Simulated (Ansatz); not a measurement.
## SiC (Moissanite) in Ansatz: convergence with k mesh

The system is SiC (Moissanite).

```
Si C
1.0
     3.07600    0.00000    0.00000
    -1.53800    2.66389    0.00000
     0.00000    0.00000    5.04800
Si C
2 2
Direct
  0.66667 0.33333 0.50000
  0.33333 0.66667 0.00000
  0.66667 0.33333 0.88500
  0.33333 0.66667 0.38500
```

```yaml
Program: Ansatz 0.2.0
Task: convergence study
Functional: PBE
Potentials_or_basis: Ansatz PAW
Cutoff: "420 eV (not typed: the program's choice for these potentials)"
k_mesh: 3 × 3 × 2
Occupations: gaussian, width 0.05 eV
Spin: no spin polarisation
```

These are the settings of the first run; the series varies k mesh, with any setting tied to it.

Hardware: 2 threads of Intel(R) Xeon(R) Processor @ 2.50GHz (Skylake/Cascade Lake), with other jobs on the host.

Q: The values tried are 3 × 3 × 2, 4 × 4 × 2, 5 × 5 × 3, 6 × 6 × 3, 7 × 7 × 4, 9 × 9 × 5, 11 × 11 × 6, 14 × 14 × 7, 16 × 16 × 9, loosest first. From which on does the energy stay within 1 meV/atom of the tightest run that finished?

A: From 7 × 7 × 4 on.

| k mesh | energy less the tightest run, at zero smearing (meV/atom) | pressure (GPa) | largest force (eV/Å) | gap on the mesh (eV) | SCF cycles | CPU time (s) | peak memory (GiB) |
| --- | --- | --- | --- | --- | --- | --- | --- |
| 3 × 3 × 2 | 122.38 | 4.38 | 0.585 | 2.260 | 6 | 1.4 | 0.29 |
| 4 × 4 × 2 | 29.60 | 3.92 | 0.684 | 2.571 | 6 | 1.5 | 0.29 |
| 5 × 5 × 3 | 10.30 | 3.72 | 0.739 | 2.805 | 6 | 1.7 | 0.29 |
| 6 × 6 × 3 | 4.29 | 3.71 | 0.750 | 2.320 | 6 | 2 | 0.3 |
| 7 × 7 × 4 | 0.67 | 3.69 | 0.749 | 2.636 | 6 | 2.8 | 0.31 |
| 9 × 9 × 5 | 0.12 | 3.69 | 0.752 | 2.325 | 6 | 3.9 | 0.33 |
| 11 × 11 × 6 | 0.02 | 3.70 | 0.753 | 2.461 | 6 | 6.1 | 0.35 |
| 14 × 14 × 7 | 0.01 | 3.70 | 0.753 | 2.409 | 6 | 8.9 | 0.37 |
| 16 × 16 × 9 | 0.00 | 3.70 | 0.753 | 2.387 | 6 | 13 | 0.39 |

Against the tightest run, the pressure stays within 0.1 GPa from 5 × 5 × 3 on; the largest force stays within 0.005 eV/Å from 6 × 6 × 3 on. Not settled before the last step: the gap on the mesh (to 0.01 eV). Meshes of other sizes hit other points, so gaps and Fermi surfaces needn't settle smoothly. The tightest run that finished is the yardstick and may itself not be fully converged.

Caveat, for the tightest run too: odd divisions of the mesh miss points on the zone boundary, where band edges often lie, so the gap on the mesh can be too wide.
